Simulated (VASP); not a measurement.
Output of a VASP run:

OSZICAR:
```
       N       E                     dE             d eps       ncg     rms          rms(c)
DAV:   1     0.460640539494E+02    0.46064E+02   -0.62547E+03   480   0.110E+03
DAV:   2    -0.481450574014E+02   -0.94209E+02   -0.88635E+02   724   0.169E+02
DAV:   3    -0.561784397857E+02   -0.80334E+01   -0.80053E+01   608   0.573E+01
DAV:   4    -0.562904712964E+02   -0.11203E+00   -0.11200E+00   552   0.826E+00
DAV:   5    -0.562917876284E+02   -0.13163E-02   -0.13162E-02   592   0.967E-01    0.205E+00
DAV:   6    -0.538347869697E+02    0.24570E+01   -0.42051E-01   516   0.543E+00    0.199E+00
DAV:   7    -0.525707441896E+02    0.12640E+01   -0.46012E-01   480   0.504E+00    0.727E-01
DAV:   8    -0.530854402784E+02   -0.51470E+00   -0.28338E-01   480   0.566E+00    0.378E-01
DAV:   9    -0.529913267765E+02    0.94114E-01   -0.19981E-01   480   0.450E+00    0.275E-01
DAV:  10    -0.530036515827E+02   -0.12325E-01   -0.20825E-01   480   0.498E+00    0.323E-01
DAV:  11    -0.530756177521E+02   -0.71966E-01   -0.21871E-02   492   0.188E+00    0.150E-01
DAV:  12    -0.531163116269E+02   -0.40694E-01   -0.50658E-02   480   0.321E+00    0.133E-01
DAV:  13    -0.531158925955E+02    0.41903E-03   -0.65094E-04   584   0.264E-01    0.861E-02
DAV:  14    -0.531218528222E+02   -0.59602E-02   -0.10209E-02   480   0.117E+00    0.332E-02
DAV:  15    -0.531220090355E+02   -0.15621E-03   -0.35038E-04   548   0.224E-01    0.178E-02
DAV:  16    -0.531227352864E+02   -0.72625E-03   -0.34623E-04   496   0.252E-01    0.107E-02
DAV:  17    -0.531229486872E+02   -0.21340E-03   -0.11513E-04   516   0.138E-01    0.426E-03
DAV:  18    -0.531230197403E+02   -0.71053E-04   -0.37278E-05   500   0.781E-02    0.249E-03
DAV:  19    -0.531230205300E+02   -0.78971E-06   -0.15063E-06   608   0.143E-02    0.177E-03
DAV:  20    -0.531230202464E+02    0.28362E-06   -0.66021E-07   568   0.630E-03    0.109E-03
DAV:  21    -0.531230204389E+02   -0.19250E-06   -0.22979E-07   516   0.556E-03    0.108E-03
DAV:  22    -0.531230205411E+02   -0.10217E-06   -0.40733E-08   344   0.236E-03    0.504E-04
DAV:  23    -0.531230205743E+02   -0.33196E-07   -0.11126E-08   304   0.123E-03
   1 F= -.53123021E+02 E0= -.53123021E+02  d E =-.127470E-17
```

### OUTCAR
```
------------------------ aborting loop because EDIFF is reached ----------------------------------------
  FORCE on cell =-STRESS in cart. coord.  units (eV):
  Direction    XX          YY          ZZ          XY          YZ          ZX
  --------------------------------------------------------------------------------------
  Total       -0.2049527     -0.2049527     -0.2049527      0.0000000     -0.0000000     -0.0000000
  in kB       -3.2469512     -3.2469512     -3.2469512      0.0000000     -0.0000000     -0.0000000
  external PRESSURE =      -3.2469512 kB  Pullay stress =       0.0000000 kB
  volume of cell :      101.13
      direct lattice vectors                 reciprocal lattice vectors
     4.659037002  0.000000000  0.000000000     0.214636630  0.000000000  0.000000000
     0.000000000  4.659037002  0.000000000     0.000000000  0.214636630  0.000000000
     0.000000000  0.000000000  4.659037002     0.000000000  0.000000000  0.214636630
 POSITION                                       TOTAL-FORCE (eV/Angst)
 -----------------------------------------------------------------------------------
      0.00000      0.00000      0.00000         0.000000      0.000000      0.000000
      2.32952      2.32952      2.32952         0.000000      0.000000      0.000000
 -----------------------------------------------------------------------------------
    total drift:                               -0.000000      0.000000      0.000000
  FREE ENERGIE OF THE ION-ELECTRON SYSTEM (eV)
  ---------------------------------------------------
  free  energy   TOTEN  =       -53.1230205743 eV

  energy  without entropy=      -53.1230205743  energy(sigma->0) =      -53.12302057
```
(Selected blocks of OUTCAR.)

File POSCAR:
```
CsI
1
    4.6590370018     0.0000000000     0.0000000000
    0.0000000000     4.6590370018     0.0000000000
    0.0000000000     0.0000000000     4.6590370018
Cs I
1 1
Direct
  0.0000000000   0.0000000000   0.0000000000
  0.5000000000   0.5000000000   0.5000000000
```

Reconstruct the remaining input files.

This is not unique; one that fits is the input of the run itself, r2SCAN meta-GGA, plane waves, VASP's PBE PAW potentials (set 64).

**INCAR**
```
ALGO = Normal
EDIFF = 1E-7
ENCUT = 520
ISIF = 2
ISMEAR = 0
LASPH = .TRUE.
LCHARG = .FALSE.
LMAXMIX = 4
LMIXTAU = .TRUE.
LREAL = .FALSE.
LWAVE = .FALSE.
METAGGA = R2SCAN
NELM = 100
PREC = Accurate
SIGMA = 0.05
SYSTEM = CsI
```

File KPOINTS:
```
K-points
0
Gamma
  6 6 6
0 0 0
```

POTCAR, in this order: Cs_sv I (PBE.64 set). Program: vasp_std.

The compound is CsI in the CsCl type structure. This cell is one point of a volume scan, at 1.03 of the reference volume.
